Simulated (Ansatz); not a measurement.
## SnO under changes of volume

One of the cells (17.769 Å³/atom); the others are scaled copies at fixed shape and fractional positions:

```
Sn O
1.0
     3.81370    0.00000    0.00000
     0.00000    3.81370    0.00000
     0.00000    0.00000    4.88691
Sn O
2 2
Direct
  0.50000 0.00000 0.76463
  0.00000 0.50000 0.23537
  0.00000 0.00000 0.00000
  0.50000 0.50000 0.00000
```

The cell is a database's computed one.

* Program: Ansatz 0.2.0
* Functional: SVWN5
* Potentials or basis: Ansatz PAW
* Cutoff: 420 eV (not typed: the program's choice for these potentials)
* k mesh: 7 × 7 × 6
* Occupations: fermi-dirac, width 0.05 eV
* Spin: no spin polarisation

```tsv
volume (Å³/atom)	energy over the lowest point (meV/atom)	pressure (GPa)	gap on the mesh (eV)	largest force (eV/Å)
16.703	?	?	?	?
17.058	0.00	0.6	0.32	0.333
17.414	1.07	-1.5	0.39	0.034
17.769	6.47	-3.4	0.46	0.243
18.125	15.76	-5.0	0.52	0.499
18.480	28.60	-6.5	0.58	0.738
18.835	44.49	-7.8	0.64	0.960
```

What does the run at 16.703 Å³/atom give?

Energy over the lowest point 3.83 meV/atom; pressure 2.9 GPa; gap on the mesh 0.25 eV; largest force 0.657 eV/Å.

Worked out: A Birch-Murnaghan fit of order 3 (a polynomial in V^(-2/3)) to the other rows has its minimum at 17.15 Å³/atom with B0 = V·E''(V) = 102 GPa and B' = 4.3 at fixed shape and positions, which overstates the stiffness. It gives 3.79 meV/atom at 16.703 Å³/atom, against the run's 3.83, and -dE/dV = 2.9 GPa, against 2.9. A straight line through the other rows of the gap, of slope 3.22 eV per unit of ln V, extrapolates to 0.26 eV, against the run's 0.25.

Energies are extrapolated to zero smearing.

Caveats: odd divisions of the mesh miss points on the zone boundary, where band edges often lie, so the gap on the mesh can be too wide; spin-orbit coupling is left out, which moves the levels of the heavy elements; the PAW data sets come from PBE, with cores solved anew for the run's functional, which leaves a small shift of forces and pressure.

A mesh can miss the band edges.
